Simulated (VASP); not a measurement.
# SiC (Moissanite 3C): how cutoff and mesh change the relaxed cell

How far does the relaxed cell of SiC (Moissanite 3C) depend on cutoff and k mesh? The starting structure is a measured crystal structure from the Crystallography Open Database. The first relaxation on each setting starts from this cell expanded by 3 % in volume.

Program: VASP 6.6.1. Level of theory: Kohn-Sham DFT with plane waves and PAW; PBEsol. Results are calculated unless marked as measured.

### Step 1. Set-up

It takes space group F-43m (No. 216, cubic). Conventional cell: a = 4.358 Å, b = 4.358 Å, c = 4.358 Å, α = 90.00°, β = 90.00°, γ = 90.00°. Nearest to Si lie 4 C at 1.89 Å. C has 4 Si at 1.89 Å nearest. Farther neighbours are not listed.

Structure file:

```cif
data_structure
_symmetry_space_group_name_H-M 'P 1'
_symmetry_Int_Tables_number 1
_cell_length_a 3.0816
_cell_length_b 3.0816
_cell_length_c 3.0816
_cell_angle_alpha 60.000
_cell_angle_beta 60.000
_cell_angle_gamma 60.000
_cell_volume 20.69
loop_
_atom_site_label
_atom_site_type_symbol
_atom_site_fract_x
_atom_site_fract_y
_atom_site_fract_z
_atom_site_occupancy
Si1 Si 0.00000 0.00000 0.00000 1
C2 C 0.75000 0.75000 0.75000 1
```

### Step 2. Reference relaxation

Contents of INCAR:

```
SYSTEM = SiC
PREC = Accurate
ENCUT = 520
EDIFF = 1E-06
NELM = 100
ISMEAR = 0
SIGMA = 0.03
LREAL = .FALSE.
ALGO = Normal
GGA = PS
NBANDS = 10
LORBIT = 11
LWAVE = .FALSE.
LCHARG = .FALSE.
KPAR = 4
IBRION = 2
NSW = 50
ISIF = 3
EDIFFG = -0.006
```

Contents of POSCAR:

```
SiC
1.0
    0.0000000000      2.2005756606      2.2005756606
    2.2005756606      0.0000000000      2.2005756606
    2.2005756606      2.2005756606      0.0000000000
Si C
1 1
Direct
    0.0000000000      0.0000000000      0.0000000000
    0.7500000000      0.7500000000      0.7500000000
```

Contents of KPOINTS:

```
Automatic mesh
0
Gamma
8 8 8
0 0 0
```

Potentials, in the order of the species: Si and C (PBE family, release 64).

Launch:

```bash
mpirun -np 4 vasp_std
```

Log:

```text
[banner, memory and clock lines left out]
running    4 mpi-ranks, on    1 nodes
 distrk:  each k-point on    1 cores,    4 groups
 distr:  one band on    1 cores,    1 groups

 POSCAR found type information on POSCAR SiC
 POSCAR found :  2 types and       2 ions
|                                                                             |
|               ----> ADVICE to this user running VASP <----                  |
|                                                                             |
|     You enforced a specific xc type in the INCAR file but a different       |
|     [... a line on the potential file left out ...]
|     I HOPE YOU KNOW WHAT YOU ARE DOING!                                     |
|                                                                             |

 LDA part: xc-table for (Slater+PW92), standard interpolation
 POSCAR, INCAR and KPOINTS ok, starting setup
 FFT: planning ... GRIDC
 FFT: planning ... GRID_SOFT
 FFT: planning ... GRID
 WAVECAR not read
 entering main loop
       N       E                     dE             d eps       ncg     rms          rms(c)
DAV:   1     0.501257679795E+01    0.50126E+01   -0.40861E+03   596   0.680E+02
DAV:   2    -0.168537050447E+02   -0.21866E+02   -0.20016E+02   750   0.113E+02
DAV:   3    -0.176162155297E+02   -0.76251E+00   -0.76138E+00   680   0.183E+01
DAV:   4    -0.176194549252E+02   -0.32394E-02   -0.32392E-02   666   0.152E+00
DAV:   5    -0.176194703247E+02   -0.15400E-04   -0.15400E-04   690   0.985E-02    0.843E+00
DAV:   6    -0.159744723109E+02    0.16450E+01   -0.62189E+00   604   0.118E+01    0.376E+00
DAV:   7    -0.159168058091E+02    0.57667E-01   -0.32558E-01   688   0.350E+00    0.171E+00
DAV:   8    -0.159025339595E+02    0.14272E-01   -0.20544E-02   614   0.980E-01    0.158E-01
DAV:   9    -0.159023660071E+02    0.16795E-03   -0.15233E-03   732   0.218E-01    0.109E-01
DAV:  10    -0.159024131606E+02   -0.47154E-04   -0.11398E-04   632   0.727E-02    0.228E-02
DAV:  11    -0.159024133799E+02   -0.21927E-06   -0.12955E-05   674   0.207E-02    0.508E-03
DAV:  12    -0.159024136048E+02   -0.22488E-06   -0.57722E-07   314   0.517E-03
   1 F= -.15902414E+02 E0= -.15902414E+02  d E =-.159024E+02
 curvature:   0.00 expect dE= 0.000E+00 dE for cont linesearch  0.000E+00
 trial: gam= 0.00000 g(F)=  0.732E-48 g(S)=  0.462E-01 ort = 0.000E+00 (trialstep = 0.100E+01)
 search vector abs. value=  0.462E-01
 bond charge predicted
       N       E                     dE             d eps       ncg     rms          rms(c)
DAV:   1    -0.159222621882E+02   -0.19849E-01   -0.91552E-01   584   0.694E+00    0.108E+00
DAV:   2    -0.159055270155E+02    0.16735E-01   -0.39280E-02   598   0.113E+00    0.535E-01
DAV:   3    -0.159019285354E+02    0.35985E-02   -0.61014E-03   620   0.473E-01    0.133E-01
DAV:   4    -0.159013777084E+02    0.55083E-03   -0.84468E-04   606   0.146E-01    0.627E-02
DAV:   5    -0.159013663084E+02    0.11400E-04   -0.29614E-05   648   0.350E-02    0.410E-02
DAV:   6    -0.159013671670E+02   -0.85862E-06   -0.22307E-06   542   0.107E-02
   2 F= -.15901367E+02 E0= -.15901367E+02  d E =0.104644E-02
 trial-energy change:    0.001046  1 .order    0.001996   -0.046222    0.050214
 step:   0.4941(harm=  0.4793)  dis= 0.00000  next Energy=   -15.913947 (dE=-0.115E-01)
 bond charge predicted
       N       E                     dE             d eps       ncg     rms          rms(c)
DAV:   1    -0.159194213136E+02   -0.18055E-01   -0.22894E-01   584   0.340E+00    0.543E-01
DAV:   2    -0.159151221230E+02    0.42992E-02   -0.10364E-02   592   0.574E-01    0.271E-01
DAV:   3    -0.159142159911E+02    0.90613E-03   -0.14665E-03   622   0.233E-01    0.726E-02
DAV:   4    -0.159140624572E+02    0.15353E-03   -0.22439E-04   604   0.743E-02    0.297E-02
DAV:   5    -0.159140577243E+02    0.47329E-05   -0.71363E-06   648   0.174E-02    0.196E-02
DAV:   6    -0.159140563467E+02    0.13776E-05   -0.51729E-07   300   0.532E-03    0.553E-03
DAV:   7    -0.159140566168E+02   -0.27007E-06   -0.16729E-07   302   0.244E-03
   3 F= -.15914057E+02 E0= -.15914057E+02  d E =-.116430E-01
 curvature:  -0.24 expect dE=-0.135E-06 dE for cont linesearch -0.135E-06
 trial: gam=-0.00348 g(F)=  0.212E-48 g(S)=  0.564E-06 ort = 0.161E-03 (trialstep = 0.899E+00)
 search vector abs. value=  0.107E-09
 reached required accuracy - stopping structural energy minimisation
```

It took 6.6 s on 4 MPI ranks of AMD EPYC 7R43, shared host; peak memory 0.4 GiB.

The logs omit lines about the potential files and the build; timing stands in the text.

Parts of OUTCAR (step 2):

```text
ion  position               nearest neighbor table
   1  0.000  0.000  0.000-   2 1.91   2 1.91   2 1.91   2 1.91
   2  0.750  0.750  0.750-   1 1.91   1 1.91   1 1.91   1 1.91

  LATTYP: Found a face centered cubic cell.
 ALAT       =     4.4011513212

 Subroutine GETGRP returns: Found 24 space group operations
 (whereof 24 operations were pure point group operations)

The static configuration has the point symmetry T_d .

 Found     29 irreducible k-points:

   k-points           NKPTS =     29   k-points in BZ     NKDIM =     29   number of bands    NBANDS=     10

   dimension x,y,z NGX =    24 NGY =   24 NGZ =   24
   dimension x,y,z NGXF=    48 NGYF=   48 NGZF=   48

   ENCUT  =  520.0 eV  38.22 Ry    6.18 a.u.   5.79  5.79  5.79*2*pi/ulx,y,z

   NELECT =       8.0000    total number of electrons

 k-points in reciprocal lattice and weights: Automatic mesh
   0.00000000  0.00000000  0.00000000       0.002
   0.12500000  0.00000000  0.00000000       0.016
   0.25000000  0.00000000  0.00000000       0.016
   0.37500000  0.00000000  0.00000000       0.016
   0.50000000  0.00000000  0.00000000       0.008
   0.12500000  0.12500000  0.00000000       0.012
   0.25000000  0.12500000  0.00000000       0.047
   0.37500000  0.12500000  0.00000000       0.047
   0.50000000  0.12500000  0.00000000       0.047
[...]
-0.37500000  0.50000000  0.12500000       0.023
  -0.25000000  0.50000000  0.25000000       0.012

 average (electrostatic) potential at core
       1 -80.1270       2 -44.9650

 E-fermi :   8.1814

 k-point     1 :       0.0000    0.0000    0.0000
  band No.  band energies     occupation
      1      -7.3699      2.00000
      2       8.0481      2.00000
      3       8.0481      2.00000
      4       8.0481      2.00000
      5      14.2252      0.00000
      6      15.2839      0.00000
      7      15.2839      0.00000
      8      15.2839      0.00000
      9      22.4986      0.00000
    ...

 k-point     2 :       0.1250    0.0000    0.0000
  band No.  band energies     occupation
      1      -7.0642      2.00000
      2       6.5551      2.00000
      3       7.8456      2.00000
      4       7.8456      2.00000
      5      14.4521      0.00000
      6      15.6365      0.00000
      7      15.6365      0.00000
      8      15.8160      0.00000
      9      21.2461      0.00000
    ...

 k-point     3 :       0.2500    0.0000    0.0000
  band No.  band energies     occupation
      1      -6.1693      2.00000
      2       3.7341      2.00000
      3       7.4386      2.00000
      4       7.4386      2.00000
      5      13.9649      0.00000
      6      15.8796      0.00000
      7      15.8796      0.00000
      8      17.3160      0.00000
      9      21.0719      0.00000
    ...

  Total       -0.0027908     -0.0027908     -0.0027908      0.0000000      0.0000000      0.0000000
  in kB       -0.2159054     -0.2159054     -0.2159054      0.0000000      0.0000000      0.0000000
  external PRESSURE =      -0.2159054 kB  Pullay stress =       0.0000000 kB

  energy-cutoff  :      520.00
  volume of cell :       20.71
      direct lattice vectors                 reciprocal lattice vectors
     0.000000000  2.179615700  2.179615700    -0.229398237  0.229398237  0.229398237
     2.179615700 -0.000000000  2.179615700     0.229398237 -0.229398237  0.229398237
     2.179615700  2.179615700  0.000000000     0.229398237  0.229398237 -0.229398237

 POSITION                                       TOTAL-FORCE (eV/Angst)
 -----------------------------------------------------------------------------------
      0.00000      0.00000      0.00000        -0.000000     -0.000000      0.000000
      3.26942      3.26942      3.26942         0.000000      0.000000     -0.000000
 -----------------------------------------------------------------------------------
    total drift:                               -0.000000     -0.000000     -0.000000

  FREE ENERGIE OF THE ION-ELECTRON SYSTEM (eV)
  ---------------------------------------------------
  free  energy   TOTEN  =       -15.9140566168 eV

  energy  without entropy=      -15.9140566168  energy(sigma->0) =      -15.91405662

 reached required accuracy - stopping structural energy minimisation

 total charge
# of ion       s       p       d       tot
------------------------------------------
    1        0.708   0.973   0.000   1.681
    2        0.832   1.699   0.000   2.531
--------------------------------------------------
tot          1.540   2.671   0.000   4.212

[... 3 further parts left out ...]
```

CONTCAR:

```
SiC
   1.00000000000000
     0.0000000000000000    2.1796157001043017    2.1796157001043017
     2.1796157001043017   -0.0000000000000000    2.1796157001043017
     2.1796157001043017    2.1796157001043017    0.0000000000000000
  Si              C
     1     1
Direct
     0.0000000000000000    0.0000000000000000    0.0000000000000000
     0.7500000000000000    0.7500000000000000    0.7500000000000000
```

The PAW data sets were made with PBE, which is usual practice but a small mismatch for other functionals. The run keeps the 24 symmetry operations of its start, so it cannot find a distortion of lower symmetry.

The reference relaxation ends at 10.355 Å³ an atom. Pressures at 0.985 and 1.015 times this volume, from two more relaxations that aren't shown, give a bulk modulus of 221.2 GPa.

### Step 3. Relaxation with a cutoff of 400 eV

Against step 2 the input has ENCUT = 400. This run starts from the cell of an earlier relaxation, which isn't shown; the restart sets up the plane waves anew.

Edit INCAR of step 2 so:

```diff
@@ -2,3 +2,3 @@
 PREC = Accurate
-ENCUT = 520
+ENCUT = 400
 EDIFF = 1E-06
```

Contents of POSCAR:

```
SiC
1.0
    0.0000000000      2.1766342738      2.1766342738
    2.1766342738      0.0000000000      2.1766342738
    2.1766342738      2.1766342738      0.0000000000
Si C
1 1
Direct
    0.0000000000      0.0000000000      0.0000000000
    0.7500000000      0.7500000000      0.7500000000
```

KPOINTS is that of step 2.

Launch:

```bash
mpirun -np 4 vasp_std
```

Log:

```text
[banner, memory and clock lines left out]
running    4 mpi-ranks, on    1 nodes
[...]
[... a notice as in an earlier step ...]

 LDA part: xc-table for (Slater+PW92), standard interpolation
 POSCAR, INCAR and KPOINTS ok, starting setup
[...]
entering main loop
       N       E                     dE             d eps       ncg     rms          rms(c)
DAV:   1    -0.992834434004E+00   -0.99283E+00   -0.34739E+03   604   0.536E+02
DAV:   2    -0.172906256600E+02   -0.16298E+02   -0.15532E+02   778   0.100E+02
DAV:   3    -0.177079122578E+02   -0.41729E+00   -0.41601E+00   674   0.137E+01
DAV:   4    -0.177094784690E+02   -0.15662E-02   -0.15661E-02   676   0.104E+00
[...]
DAV:  10    -0.159174833442E+02   -0.42471E-04   -0.10615E-04   630   0.701E-02    0.226E-02
DAV:  11    -0.159174834622E+02   -0.11803E-06   -0.10635E-05   650   0.192E-02    0.488E-03
DAV:  12    -0.159174837099E+02   -0.24771E-06   -0.49154E-07   308   0.472E-03
   1 F= -.15917484E+02 E0= -.15917484E+02  d E =-.159175E+02
[...]
N       E                     dE             d eps       ncg     rms          rms(c)
DAV:   1    -0.159175223680E+02   -0.38906E-04   -0.20211E-03   582   0.312E-01    0.519E-02
DAV:   2    -0.159174856890E+02    0.36679E-04   -0.86496E-05   596   0.520E-02    0.262E-02
DAV:   3    -0.159174782670E+02    0.74220E-05   -0.13082E-05   622   0.216E-02    0.664E-03
DAV:   4    -0.159174774500E+02    0.81704E-06   -0.18808E-06   548   0.683E-03
   2 F= -.15917477E+02 E0= -.15917477E+02  d E =0.625994E-05
 trial-energy change:    0.000006  1 .order    0.000008   -0.000109    0.000124
 step:   0.4667(harm=  0.4667)  dis= 0.00000  next Energy=   -15.917509 (dE=-0.254E-04)
[...]
N       E                     dE             d eps       ncg     rms          rms(c)
DAV:   1    -0.159175243561E+02   -0.46089E-04   -0.57698E-04   586   0.166E-01    0.285E-02
DAV:   2    -0.159175135216E+02    0.10834E-04   -0.25224E-05   594   0.280E-02    0.146E-02
DAV:   3    -0.159175108865E+02    0.26351E-05   -0.37476E-06   594   0.116E-02    0.379E-03
DAV:   4    -0.159175102981E+02    0.58839E-06   -0.52151E-07   296   0.365E-03
   3 F= -.15917510E+02 E0= -.15917510E+02  d E =-.265882E-04
[...]
reached required accuracy - stopping structural energy minimisation
```

The job ended after 4 s (4 MPI ranks; peak memory 0.39 GiB; 13 s of CPU time).

OUTCAR, selected parts (step 3):

```text
  Total        0.0001714      0.0001714      0.0001714      0.0000000      0.0000000      0.0000000
  in kB        0.0133342      0.0133342      0.0133342      0.0000000      0.0000000      0.0000000
  external PRESSURE =       0.0133342 kB  Pullay stress =       0.0000000 kB

 POSITION                                       TOTAL-FORCE (eV/Angst)
 -----------------------------------------------------------------------------------
      0.00000     -0.00000      0.00000        -0.000000     -0.000000     -0.000000
      3.26353      3.26353      3.26353         0.000000      0.000000      0.000000
 -----------------------------------------------------------------------------------
    total drift:                                0.000000      0.000000      0.000000

  FREE ENERGIE OF THE ION-ELECTRON SYSTEM (eV)
  ---------------------------------------------------
  free  energy   TOTEN  =       -15.9175102981 eV

  energy  without entropy=      -15.9175102981  energy(sigma->0) =      -15.91751030

[... 2 parts as in an earlier step ...]

[... 2 further parts left out ...]
[key lines of the parts left out:]
E-fermi :   8.2443
```

With a cutoff of 400 eV the cell ends at 10.299 Å³ an atom, -0.54 % from the reference; the bulk modulus is 224.3 GPa against 221.2 GPa.

### Step 4. Relaxation with a 5×5×5 mesh

Against step 2 the input has a 5×5×5 mesh.

Edit INCAR of step 3 so:

```diff
@@ -2,3 +2,3 @@
 PREC = Accurate
-ENCUT = 400
+ENCUT = 520
 EDIFF = 1E-06
```

Contents of POSCAR:

```
SiC
1.0
    0.0000000000      2.2005756606      2.2005756606
    2.2005756606      0.0000000000      2.2005756606
    2.2005756606      2.2005756606      0.0000000000
Si C
1 1
Direct
    0.0000000000      0.0000000000      0.0000000000
    0.7500000000      0.7500000000      0.7500000000
```

Contents of KPOINTS:

```
Automatic mesh
0
Gamma
5 5 5
0 0 0
```

Launch:

```bash
mpirun -np 4 vasp_std
```

Log:

```text
[... set-up lines as in an earlier step ...]
 entering main loop
       N       E                     dE             d eps       ncg     rms          rms(c)
DAV:   1     0.211093332657E+01    0.21109E+01   -0.39363E+03   208   0.670E+02
DAV:   2    -0.169109886249E+02   -0.19022E+02   -0.18044E+02   252   0.112E+02
DAV:   3    -0.176043849089E+02   -0.69340E+00   -0.69242E+00   236   0.185E+01
DAV:   4    -0.176067871710E+02   -0.24023E-02   -0.24021E-02   224   0.135E+00
[...]
DAV:  10    -0.158668810637E+02   -0.50794E-04   -0.11389E-04   216   0.719E-02    0.225E-02
DAV:  11    -0.158668811268E+02   -0.63057E-07   -0.14689E-05   224   0.214E-02    0.488E-03
DAV:  12    -0.158668813460E+02   -0.21922E-06   -0.72466E-07   106   0.563E-03
   1 F= -.15866881E+02 E0= -.15866881E+02  d E =-.158669E+02
[...]
N       E                     dE             d eps       ncg     rms          rms(c)
DAV:   1    -0.158858853521E+02   -0.19004E-01   -0.88436E-01   200   0.682E+00    0.106E+00
[...]
DAV:   5    -0.158657854587E+02    0.10666E-04   -0.29225E-05   218   0.347E-02    0.402E-02
DAV:   6    -0.158657863143E+02   -0.85558E-06   -0.22952E-06   182   0.106E-02
   2 F= -.15865786E+02 E0= -.15865786E+02  d E =0.109503E-02
 trial-energy change:    0.001095  1 .order    0.001996   -0.044706    0.048699
 step:   0.4931(harm=  0.4786)  dis= 0.00000  next Energy=   -15.878012 (dE=-0.111E-01)
[...]
N       E                     dE             d eps       ncg     rms          rms(c)
DAV:   1    -0.158832955675E+02   -0.17510E-01   -0.22203E-01   200   0.335E+00    0.533E-01
DAV:   2    -0.158791570675E+02    0.41385E-02   -0.97815E-03   200   0.560E-01    0.267E-01
DAV:   3    -0.158782678237E+02    0.88924E-03   -0.14595E-03   210   0.232E-01    0.705E-02
DAV:   4    -0.158781217638E+02    0.14606E-03   -0.21507E-04   202   0.728E-02    0.292E-02
DAV:   5    -0.158781171976E+02    0.45661E-05   -0.71451E-06   214   0.173E-02    0.193E-02
DAV:   6    -0.158781158403E+02    0.13574E-05   -0.53697E-07   106   0.532E-03    0.543E-03
DAV:   7    -0.158781161077E+02   -0.26747E-06   -0.16188E-07   104   0.242E-03
   3 F= -.15878116E+02 E0= -.15878116E+02  d E =-.112348E-01
[...]
reached required accuracy - stopping structural energy minimisation
```

The job ended after 4.4 s (4 MPI ranks; peak memory 0.4 GiB; 15 s of CPU time).

Parts of OUTCAR (step 4):

```text
  Total       -0.0026098     -0.0026098     -0.0026098     -0.0000000     -0.0000000     -0.0000000
  in kB       -0.2017958     -0.2017958     -0.2017958     -0.0000000     -0.0000000     -0.0000000
  external PRESSURE =      -0.2017958 kB  Pullay stress =       0.0000000 kB

 POSITION                                       TOTAL-FORCE (eV/Angst)
 -----------------------------------------------------------------------------------
      0.00000      0.00000      0.00000        -0.000000     -0.000000     -0.000000
      3.27000      3.27000      3.27000         0.000000      0.000000      0.000000
 -----------------------------------------------------------------------------------
    total drift:                               -0.000000     -0.000000     -0.000000

  FREE ENERGIE OF THE ION-ELECTRON SYSTEM (eV)
  ---------------------------------------------------
  free  energy   TOTEN  =       -15.8781161077 eV

  energy  without entropy=      -15.8781161077  energy(sigma->0) =      -15.87811611

[... 1 part as in an earlier step ...]

[... 3 further parts left out ...]
[key lines of the parts left out:]
E-fermi :   8.2634
```

With a 5×5×5 mesh the cell ends at 10.360 Å³ an atom, +0.05 % from the reference; the bulk modulus is 221.4 GPa against 221.2 GPa.

(Continued in part 2 of 2.)

[Lines on the potential files, build, host, timing and source positions are cut from VASP's logs without a mark.]

[Logs are printed without paths, hosts, clocks, repeated set-up lines and the standing remarks that a program may print on its own settings, such as how far it seeks lower states.]

[Hosts, paths, dates, database ids (printed as entryN), source tags and the programs' standing remarks are cut or masked in the printed files.]
